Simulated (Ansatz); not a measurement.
## SnO2 (P4_2/mnm): the host for defect calculations

Before any defect goes in: SnO2 (P4_2/mnm) at rest, and how it screens a charge.

Main program and level: Ansatz 0.2.0; plane-wave PAW DFT, PBEsol; relaxation of the host's cell and atoms, in the first sound run; inputs show where later runs differ.

**1. The structure**

The structure is tetragonal, space group P4_2/mnm (No. 136). The conventional cell has a = 4.765 Å, b = 4.765 Å, c = 3.207 Å, α = 90.00°, β = 90.00°, γ = 90.00°. Nearest to Sn lie 6 O at 2.06 to 2.07 Å. O has 3 Sn at 2.06 to 2.07 Å nearest. Farther neighbours and most contacts between anions are not listed.

**2. Host cell relaxation**

Lattice and positions are set free, within the symmetry that the program keeps.

The input, cell/input.yaml:

```yaml
crystal:
  lattice:
    - [4.764818, 0.0, 0.0]
    - [0.0, 4.764818, 0.0]
    - [0.0, 0.0, 3.2074998]
  atoms:
    - { symbol: Sn, position: [0.5, 0.5, 0.5] }
    - { symbol: Sn, position: [0.0, 0.0, 0.0] }
    - { symbol: O, position: [0.1940277, 0.8059723, 0.5] }
    - { symbol: O, position: [0.8059723, 0.1940277, 0.5] }
    - { symbol: O, position: [0.3059723, 0.3059723, 0.0] }
    - { symbol: O, position: [0.6940277, 0.6940277, 0.0] }
basis:
  ecutwfc: 420
  xc_grid: 2
hamiltonian:
  xc: pbesol
kpoints:
  mp_grid: { grid: [6, 6, 9] }
scf:
  occupations: { method: fixed }
  max_iter: 100
relax:
  f_tol: 0.005
  max_steps: 60
  cell: {}
output:
  forces: true
  stress: true
checkpoint:
  write: "../cell.run"
  compress: false
  write_wavefunctions: false
  write_every: 100000
```

Run with:

```sh
$ ansatz run input.yaml --threads 32 --pin off --max-ram 131891MiB --backend cpu --events-out ev --progress --plain --runs-dir out
```

Numbers of over 12 decimals in the logs are rounded to 6 here.

Output:

```text
[... repeated set-up lines and file paths are left out, and long positions are rounded to six places ...]
Engine: ansatz 0.2.0, aarch64-unknown-linux-gnu
Pseudopotentials: kind: paw
Pseudopotential: Sn, paw, valence charge 14, recommended cutoff 420 eV (normal), Sn.paw.azcp
Pseudopotential: O, paw, valence charge 6, recommended cutoff 420 eV (normal), O.paw.azcp
Functional definition: PBEsol
  exchange = pbesol_x
  correlation = pbesol_c
Crystal: 6 atoms, lattice volume = 72.821 Å³
Basis set: ecut = 420 eV, 1435 PW (Γ), exchange–correlation on 64×64×48 points (8 copies of the dense FFT grid, shifted against one another)
Bands: 32, of which v1, the nominal top of the filled ones, is band 26 counted from 1 (25 counted from 0)
Symmetry: 16 space group operations
Space group: P42/mnm (ITA 136), of the structure as read, at distance tolerance 4.2e-5 Å
k-points: 50 of 324
Non-local potential: Sn, projectors of the file, l = 0: 2, l = 1: 2, l = 2: 2, l = 3: 2
Non-local potential: O, projectors of the file, l = 0: 2, l = 1: 2, l = 2: 1
PAW form: soft (Blöchl's): semilocal exchange-correlation on the pseudo side does not see the compensation charge
PAW frozen core: Sn, regenerated for the run's functional, and the local potential with it (the file was generated under x = pbe(κ = 0.804, μ = 0.219515), c = pbe(β = 0.066725))
PAW frozen core: O, regenerated for the run's functional, and the local potential with it (the file was generated under x = pbe(κ = 0.804, μ = 0.219515), c = pbe(β = 0.066725))
PAW one-centre angular grid: Sn, 590 points (default); XC on 64 Gauss nodes
PAW one-centre angular grid: O, 110 points (default); XC on 64 Gauss nodes
Initial density: superposition of atomic densities (neutral atoms: chi_scale 0, normalization atom), corrected by the library's trained network
Initial wavefunctions: pseudopotential atomic-orbital guess
Functional: x = pbesol(κ = 0.804, μ = 0.123457), c = pbesol(β = 0.046)
SCF iter   1: F=—  HF=-14143.109314 eV  |Δ(HF+E_count)|=         —  Δρ=1.61e-2  dr2=1.51e-1  Hψ=6013
preconditioner: auto → Resta (q_TF=auto, 2.579 Å⁻¹)  ε∞=3.6  [insulator: Δε(μ)=0.812 eV  Ē_g=19.400 eV  n_scr=18 (ndim 8)  ℏωp=31.4 eV  f_vac=0.030  ε∞_Penn≈3.6]
SCF iter   2: F=—  HF=-14143.067238 eV  |Δ(HF+E_count)|=   4.21e-2  Δρ=2.51e-3  dr2=2.18e-3  Hψ=2567
SCF iter   3: F=—  HF=-14143.067198 eV  |Δ(HF+E_count)|=   3.94e-5  Δρ=1.22e-3  dr2=6.18e-4  Hψ=2912
automatic band count: iteration 3 solves 31 bands in place of 32: the levels show a gap, and the empty bands left out lie too high to hold charge; the band table lists the bands solved (type scf.n_extra_bands for more)
SCF iter   4: F=—  HF=-14143.067268 eV  |Δ(HF+E_count)|=   7.00e-5  Δρ=4.70e-4  dr2=1.28e-4  Hψ=1512
SCF iter   5: F=—  HF=-14143.067274 eV  |Δ(HF+E_count)|=   5.58e-6  Δρ=8.86e-5  dr2=6.79e-6  Hψ=3089
SCF iter   6: F=—  HF=-14143.067241 eV  |Δ(HF+E_count)|=   3.32e-5  Δρ=1.74e-5  dr2=1.49e-7  Hψ=2782
SCF iter   7: F=-14143.067241 eV  HF=-14143.067241 eV  |Δ(HF+E_count)|=   3.76e-8  Δρ=3.21e-6  dr2=7.16e-9  Hψ=5393
SCF 1 converged in 7 iterations: F = -14143.067241 eV  dr2 = 7.16e-9
  greatest PAW one-centre occupation: 0.996 electrons in one spin orbital (limit 2), on the Sn atom at site 1 (counted from 0), in its partial waves of l = 2
relax step   1: F+E_penalty+E_count = -14143.06724058 eV  Δ(F+E_penalty+E_count) = +0.000e0 eV  max|allowed force component| = 2.288e-2 eV/Å  Δτ_max = 0.0000 Å  P = +0.610 GPa  Ω = 72.821 Å³  (7 SCF iters, dr2 threshold 1.00e-7 eV, accepted)
[... the SCF cycles and remarks between the steps are left out from here to the last step ...]
relax step   2: F+E_penalty+E_count = -14143.06661809 eV  Δ(F+E_penalty+E_count) = +6.225e-4 eV  max|allowed force component| = 5.690e-3 eV/Å  Δτ_max = 0.0026 Å  P = +0.014 GPa  Ω = 73.025 Å³  energy of the carried Pulay correction = -1.116e-3 eV  (4 SCF iters, dr2 threshold 6.00e-7 eV, accepted)
relax step   3: F+E_penalty+E_count = -14143.06660778 eV  Δ(F+E_penalty+E_count) = +1.031e-5 eV  max|allowed force component| = 4.605e-3 eV/Å  Δτ_max = 0.0008 Å  P = -0.009 GPa  Ω = 73.041 Å³  energy of the carried Pulay correction = -1.207e-3 eV  (3 SCF iters, dr2 threshold 1.01e-7 eV, accepted)
relax step   4: F+E_penalty+E_count = -14143.06660366 eV  Δ(F+E_penalty+E_count) = +4.115e-6 eV  max|allowed force component| = 2.573e-3 eV/Å  Δτ_max = 0.0001 Å  P = -0.003 GPa  Ω = 73.043 Å³  energy of the carried Pulay correction = -1.217e-3 eV  (4 SCF iters, dr2 threshold 1.02e-8 eV, accepted)
Initial wavefunctions: pseudopotential atomic-orbital guess (no wavefunctions were taken with the density)
iter 1 solved again at ethr=2.21e-8 eV; its pass at ethr=3.10e-3 eV (dr2=1.15e-5 eV) is discarded
SCF iter   1: F=—  HF=-14143.067704 eV  |Δ(HF+E_count)|=         —  Δρ=6.40e-5  dr2=1.15e-7  Hψ=10591
SCF iter   2: F=—  HF=-14143.067673 eV  |Δ(HF+E_count)|=   3.13e-5  Δρ=3.22e-5  dr2=3.01e-8  Hψ=2315
SCF iter   3: F=—  HF=-14143.067677 eV  |Δ(HF+E_count)|=   4.01e-6  Δρ=5.65e-6  dr2=2.35e-9  Hψ=2062
SCF iter   4: F=-14143.067677 eV  HF=-14143.067677 eV  |Δ(HF+E_count)|=   1.02e-7  Δρ=3.75e-7  dr2=2.54e-11  Hψ=7250
SCF 5 converged in 4 iterations: F = -14143.067677 eV  dr2 = 2.54e-11
relax step   5: F+E_penalty+E_count = -14143.06767686 eV  Δ(F+E_penalty+E_count) = -1.073e-3 eV  max|allowed force component| = 2.572e-3 eV/Å  Δτ_max = 0.0000 Å  P = +0.022 GPa  Ω = 73.043 Å³  stress off target by 4.25e-2 GPa  SCF on the basis re-selected at this cell (its energy is not comparable with the rows above)  (4 SCF iters)
basis re-selected at this cell: Δ(F+E_penalty+E_count) = -1.073e-3 eV, ΔP = +0.025 GPa vs the last step (what re-selecting the basis moved, of the pressure what is left beyond the Pulay correction that the steps carried, after the strain that the cell walked [...]
SCF converged after 4 iterations
Free energy (F): -14143.067677 eV
Harris-Foulkes:  -14143.067677 eV  (|F-HF|=1.73e-10)
Internal energy: -14143.067677 eV  (E = F + TS)
E sigma→0 (E₀):  -14143.067677 eV
Fermi energy:    9.089902 eV
--- Per-component energies (eV) ---
  E_band       = -136.272552
  E_kinetic    = 1079.363245
  E_local      = -2894.343499  (includes V_loc(G=0)·N_el)
  E_nonlocal   = 139.012399
  E_hartree    = 1494.767304
  E_xc         = -1043.558699
  E_vxc        = -561.546430  (∫ρ·V_xc dr)
  E_paw        = -8763.195281  (= ΣΔE_a)
  E_vpaw       = -888.302774  (= ΣTr[D̂ρ^β])
  E_aug_tail   = 0.009917  (compensation charges beyond the density's cutoff)
  E_ewald      = -4155.833894
  E_core_change = 0.710831  (= ΣΔE_core)
  E_smearing   = -0.000000  (= −TS)
  E_closure    = 0.000000  (closes the sum)
  Σ components = -14143.067677   (vs F -14143.067677, Δ=0.00e0)
--- Forces (eV/Å), atoms counted from 1 ---
  atom   1  Sn     0.00000000     0.00000000     0.00000000
  atom   2  Sn     0.00000000    -0.00000000     0.00000000
  atom   3  O     -0.00257189     0.00257189     0.00000000
  atom   4  O      0.00257189    -0.00257189     0.00000000
  atom   5  O      0.00257189     0.00257189     0.00000000
  atom   6  O     -0.00257189    -0.00257189     0.00000000
  max |Σ_I F_I| component: 0.00e0 eV/Å
--- Stress (GPa, compression-positive) ---
        0.042488       0.000000       0.000000
        0.000000       0.042488       0.000000
        0.000000       0.000000      -0.018821
  P = ⅓ Tr σ = 0.0221 GPa (0.221 kbar)
--- Relaxed structure (4 steps of the walk, 4 accepted, 1 SCFs on fresh bases) ---
  F+E_penalty+E_count = -14143.06767686 eV   max|allowed force component| = 2.572e-3 eV/Å   (the final SCF, on the basis selected at the relaxed cell)
  cell:  # Å, volume = 73.0431 Å³
    - [4.768401, 0.0, 0.0]
    - [0, 4.768401, 0.0]
    - [0.0, 0.0, 3.212428]
  atoms:
    - { symbol: Sn, position: [0.5, 0.5, 0.5] }
    - { symbol: Sn, position: [0, 0, 0.0] }
    - { symbol: O, position: [0.193746, 0.806254, 0.5] }
    - { symbol: O, position: [0.806254, 0.193746, 0.5] }
    - { symbol: O, position: [0.306254, 0.306254, 0.0] }
    - { symbol: O, position: [0.693746, 0.693746, 0.0] }
```

Elapsed: 1.4 s, on 32 threads of Arm Neoverse V2, shared host; peak memory 0.42 GiB.

The steps of the relaxation:

```csv
step,energy less that of the first step (eV),largest force component (eV/Å),pressure (GPa),volume (Å³)
1,0.0000,0.0229,0.61,72.82
2,0.0006,0.0057,0.01,73.02
3,0.0006,0.0046,-0.01,73.04
4,0.0006,0.0026,0.00,73.04
5*,-0.0004,0.0026,0.02,73.04
```

Relaxation steps marked * repeat the geometry before them on a plane-wave basis chosen anew for their cell, so energy and pressure can jump there.

Forces are held to the 16 operations that the run works with; a distortion that breaks them can't arise in this run.

```csv
"conventional cell, symmetrised",before,after,change
a (Å),4.765,4.768,+0.1 %
b (Å),4.765,4.768,+0.1 %
c (Å),3.207,3.212,+0.2 %
volume (Å³/atom),12.14,12.17,+0.3 %
```

This step gave:

- pressure: 0.02205 GPa

**3. Dielectric tensors of the host**

The response to a uniform electric field gives the electronic dielectric tensor.

This step: plane-wave PAW DFPT, PBEsol; dielectric tensors, Born charges and zone-centre modes of the host (Ansatz 0.2.0).

The input, eps/input.yaml:

```yaml
crystal:
  lattice:
    - [4.7684009395, 0.0, 0.0]
    - [0.0, 4.7684009395, 0.0]
    - [0.0, 0.0, 3.2124282145]
  atoms:
    - { symbol: Sn, position: [0.5, 0.5, 0.5] }
    - { symbol: Sn, position: [0.0, 0.0, 0.0] }
    - { symbol: O, position: [0.1937458314, 0.8062541686, 0.5] }
    - { symbol: O, position: [0.8062541686, 0.1937458314, 0.5] }
    - { symbol: O, position: [0.3062541686, 0.3062541686, 0.0] }
    - { symbol: O, position: [0.6937458314, 0.6937458314, 0.0] }
basis:
  ecutwfc: 420
hamiltonian:
  xc: pbesol
kpoints:
  mp_grid: { grid: [5, 5, 7] }
scf:
  occupations: { method: fixed }
  max_iter: 100
phonons:
  method: dfpt
  dielectric: true
  rigid_motions: translations
```

Output:

```text
[...]
Crystal: 6 atoms, lattice volume = 73.043 Å³
Basis set: ecut = 420 eV, 1435 PW (Γ), exchange–correlation on 64×64×48 points (8 copies of the dense FFT grid, shifted against one another)
Bands: 32, of which v1, the nominal top of the filled ones, is band 26 counted from 1 (25 counted from 0)
Symmetry: 16 space group operations
k-points: 88 of 175 (irreducible under 1 space group operation, time reversal used)
[...]
SCF iter   1: F=—  HF=-14143.109907 eV  |Δ(HF+E_count)|=         —  Δρ=1.61e-2  dr2=1.51e-1  Hψ=10634
[...]
SCF iter   2: F=—  HF=-14143.067644 eV  |Δ(HF+E_count)|=   4.23e-2  Δρ=2.53e-3  dr2=2.20e-3  Hψ=4537
[...]
SCF iter   9: F=-14143.067618 eV  HF=-14143.067618 eV  |Δ(HF+E_count)|=  2.00e-11  Δρ=6.34e-8  dr2=3.97e-12  Hψ=18052
SCF 1 converged in 9 iterations: F = -14143.067618 eV  dr2 = 3.97e-12
[...]
NSCF: frozen V_eff on 7 k-points
DFPT response loops at Γ: preconditioner auto → Resta (q_TF=auto, 2.578 Å⁻¹)  ε∞=8.1 (no band partly filled); β = 1.00, the filter's whole step (`scf.mixing.beta` (0.50) is not read by the response loops at its default; [...]
── the response to a field inside a basis, on 8×8×12 k-points: an SCF that follows is theirs, and a resumed run solves both again ──
Bands: 27, of which v1, the nominal top of the filled ones, is band 26 counted from 1 (25 counted from 0)
k-points: 60 of 768
[...]
Eigensolver: Dense (60 Hₖ)
SCF iter   1: F=—  HF=-14143.032661 eV  |Δ(HF+E_count)|=         —  Δρ=4.61e-4  dr2=3.35e-5
[...]
SCF iter   4: F=-14143.032656 eV  HF=-14143.032656 eV  |Δ(HF+E_count)|=   3.85e-8  Δρ=6.58e-6  dr2=3.42e-8
SCF 1 converged in 4 iterations: F = -14143.032656 eV  dr2 = 3.42e-8
[...]
WARN: field response: ε∞ stands inside a basis, on 8×8×12 points; [...]
SCF converged after 9 iterations
Free energy (F): -14143.067618 eV
[...]
Internal energy: -14143.067618 eV  (E = F + TS)
E sigma→0 (E₀):  -14143.067618 eV
Fermi energy:    9.090080 eV
[...]
--- Band table (eV; the first three rows and the last of 88) ---
[...]
--- Phonons (Γ-DFPT): 4 representative perturbations + reference, on 88 of 175 k-points (Σ response iterations 14) ---
  k mesh reduced under 1 symmetry operation, with k and −k counted as one. Each operation leaves every solved perturbation unchanged. A smaller set is not considered because the run solves the response to a homogeneous field
  ASR residual: 2.469e-5 → 0.000e0 eV/Å²; symmetrization residual: 5.868e-6 eV/Å²
  ASR residual per site (eV/Å²): 2.47e-5 2.47e-5 1.16e-5 1.16e-5 1.16e-5 1.16e-5
  Γ frequencies (cm⁻¹): 0.00 0.00 0.00 103.77 143.27 219.68 219.68 271.69 271.69 341.97 447.60 453.96 453.96 545.11 576.00 576.00 607.89 733.21
  ε∞ (high-frequency dielectric tensor):
        4.594096     0.000000     0.000000
        0.000000     4.594096     0.000000
        0.000000     0.000000     4.901033
  ε⁰ (static dielectric tensor: ions relaxed, cell fixed):
       13.485519     0.000000    -0.000000
        0.000000    13.485519     0.000000
       -0.000000     0.000000    10.423573
  ε⁰ − ε∞ (ionic part):
        8.891423     0.000000    -0.000000
        0.000000     8.891423     0.000000
       -0.000000     0.000000     5.522540
  softest optical mode at Γ: 103.77 cm⁻¹; the repairs (sum rule, projections) moved no ω² at Γ by more than (1.43 cm⁻¹)²
  Born effective charges Z* (e; rows j = field, columns β = displacement):
    site 0:
         4.13814   -0.49338    0.00000
        -0.49338    4.13814    0.00000
         0.00000    0.00000    4.54942
    site 1:
         4.13814    0.49338    0.00000
         0.49338    4.13814    0.00000
         0.00000    0.00000    4.54942
    site 2:
        -2.06907    0.76198    0.00000
         0.76198   -2.06907    0.00000
         0.00000    0.00000   -2.27471
    site 3:
        -2.06907    0.76198    0.00000
         0.76198   -2.06907    0.00000
         0.00000    0.00000   -2.27471
    site 4:
        -2.06907   -0.76198    0.00000
        -0.76198   -2.06907    0.00000
         0.00000    0.00000   -2.27471
    site 5:
        -2.06907   -0.76198    0.00000
        -0.76198   -2.06907    0.00000
         0.00000    0.00000   -2.27471
  Z* charge neutrality: 9.597e-3 e pre-enforcement
  solved inside a basis spanned on kpoints, on 8×8×12 k-points, its susceptibility summed on 10×10×14: ε∞ is read to err by 2.3e-2, Z* by 3.1e-2 e (field_mesh: kpoints solves on kpoints); Z* is corrected for what the basis lacks
  optical modes at Γ without the LO–TO term, one row a degenerate level:
      ω (cm⁻¹)  modes    IR ((D/Å)²/amu)
        103.77      1             0.0000
        143.27      1             0.0000
        219.68      2            19.6878
        271.69      2             4.8095
        341.97      1             0.0000
        447.60      1            37.8906
        453.96      2             0.0000
        545.11      1             0.0000
        576.00      2            45.0889
        607.89      1             0.0000
        733.21      1             0.0000
  optical modes at Γ + LO–TO along q̂ = [1.0000, 0.0000, 0.0000]:
      ω (cm⁻¹)  modes    IR ((D/Å)²/amu)
        103.77      1             0.0000
        143.27      1             0.0000
[...]
optical modes at Γ + LO–TO along q̂ = [0.0000, 1.0000, 0.0000]:
      ω (cm⁻¹)  modes    IR ((D/Å)²/amu)
[...]
733.21      1             0.0000
  optical modes at Γ + LO–TO along q̂ = [0.0000, 0.0000, 1.0000]:
      ω (cm⁻¹)  modes    IR ((D/Å)²/amu)
        103.77      1             0.0000
        143.27      1             0.0000
        219.68      2            19.6878
        271.69      2             4.8095
        341.97      1             0.0000
        453.96      2             0.0000
        545.11      1             0.0000
        576.00      2            45.0889
        607.89      1             0.0000
        652.76      1            37.8906
        733.21      1             0.0000
```

Run time: 12 s. Hardware: 32 threads; peak memory 1.3 GiB; 4.2 min of CPU time.

Reading the cycles: dr2 is the Hartree energy of the density residual (eV), the measure of convergence; HF is the Harris–Foulkes estimate of the energy, which meets the free energy F at convergence.

Electronic dielectric tensor:

```
4.59 0.00 0.00
0.00 4.59 0.00
0.00 0.00 4.90
```

Static dielectric tensor:

```
13.49  0.00  0.00
 0.00 13.49  0.00
 0.00  0.00 10.42
```

The principal values of the electronic dielectric tensor are 4.59, 4.59 and 4.90. The principal values of the static dielectric tensor are 10.42, 13.49 and 13.49.

(Continued in part 2 of 2.)

[Logs are printed without paths, hosts, clocks, repeated set-up lines and the standing remarks that a program may print on its own settings, such as how far it seeks lower states.]

[Hosts, paths, dates, database ids (printed as entryN), source tags and the programs' standing remarks are cut or masked in the printed files.]

[Runs of the host that timed out are not shown.]

[For some hosts the program warned that the k-mesh of the response run may be too coarse for force constants and the static dielectric constant; such warnings are not always shown.]
